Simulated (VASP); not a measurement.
AgBr:

```
Ag Br
1.0
     0.00000    2.89217    2.89217
     2.89217    0.00000    2.89217
     2.89217    2.89217    0.00000
Ag Br
1 1
Direct
  0.00000 0.00000 0.00000
  0.50000 0.50000 0.50000
```

The cell is a database's computed one.

| Item | Value |
| --- | --- |
| Program | VASP 6.6.1 |
| Task | relaxation of cell and atoms |
| Functional | PBE |
| Potentials or basis | VASP PAW PBE potentials, release 64 (Ag, Br) |
| Cutoff | 600 eV |
| k mesh | 8 × 8 × 8 |
| Occupations | gaussian, width 0.02 eV |
| Spin | no spin polarisation |

At the start: pressure 1.1 GPa; volume 24.19 Å³/atom.

Q: Where does the relaxation end?

A: Over 3 steps the energy falls by 2.4 meV/atom and the volume is 24.91 Å³/atom (+3.0 %); space group Fm-3m (No. 225, to 0.05 Å).

The path:
| step | energy change (eV) | largest force (eV/Å) | pressure (GPa) | volume (Å³) |
| --- | --- | --- | --- | --- |
| 1 | 0.0000 | 0.0000 | 1.14 | 48.38 |
| 2 | -0.0047 | 0.0000 | 0.15 | 49.60 |
| 3 | -0.0048 | 0.0000 | -0.05 | 49.83 |

Final structure:
```xyz
2
Lattice="0.0000 2.9206 2.9206 2.9206 0.0000 2.9206 2.9206 2.9206 0.0000" Properties=species:S:1:pos:R:3 pbc="T T T"
Ag    0.0000    0.0000    0.0000
Br    2.9206    2.9206    2.9206
```
